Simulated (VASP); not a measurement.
Here is a VASP 6.6.1 calculation.

INCAR

```
SYSTEM = CeO
  PREC = Accurate
  ENCUT = 520
  EDIFF = 1E-6
  ISMEAR = 0
  SIGMA = 0.05
  LREAL = .FALSE.
  LASPH = .TRUE.
  NELM = 120
  ALGO = Normal
  ISIF = 2
  LWAVE = .FALSE.
  LCHARG = .FALSE.
  ISPIN = 2
  MAGMOM = -0.43 0
  LORBIT = 11
  LMAXMIX = 6
  LDAU = .TRUE.
  LDAUTYPE = 2
  LDAUL = 3 -1
  LDAUU = 3 0
  LDAUJ = 0 0
  LDAUPRINT = 1
```

The input KPOINTS:

```
regular mesh
0
G
  7 7 7
  0 0 0
```

Contents of POSCAR:

```
CeO
1.0
    2.8880971600      0.0000000000      0.0000000000
    0.0000000000      2.8880971600      0.0000000000
    0.0000000000      0.0000000000      2.8880971600
Ce O
1 1
Direct
    0.0000000000      0.0000000000      0.0000000000
    0.5000000000      0.5000000000      0.5000000000
```

Potentials or basis: VASP PAW LDA potentials, release 64 (Ce, O).

The run is started by

```console
$ cat potpaw_LDA.64/Ce/POTCAR potpaw_LDA.64/O/POTCAR > POTCAR
$ mpirun -np 1 vasp_std > vasp.out
```

Problem. Predict the net moment.

Solution. -0.99 μB per cell.

Problem. Predict the band gap on the k mesh.

Solution. None (metal or under the smearing width).

Eigenvalues of the final occupation matrices:
| site | spin | trace | eigenvalues |
| --- | --- | --- | --- |
| site 1 f | 1 | 0.19 | 0.01 0.01 0.01 0.03 0.03 0.03 0.04 |
| site 1 f | 2 | 1.01 | 0.02 0.02 0.02 0.04 0.30 0.30 0.30 |

Caveat: the magnetic or orbital state may not be the lowest; spin-orbit coupling is left out, which moves the levels of the heavy elements. The state reached can hang on the start; a lower one may exist.
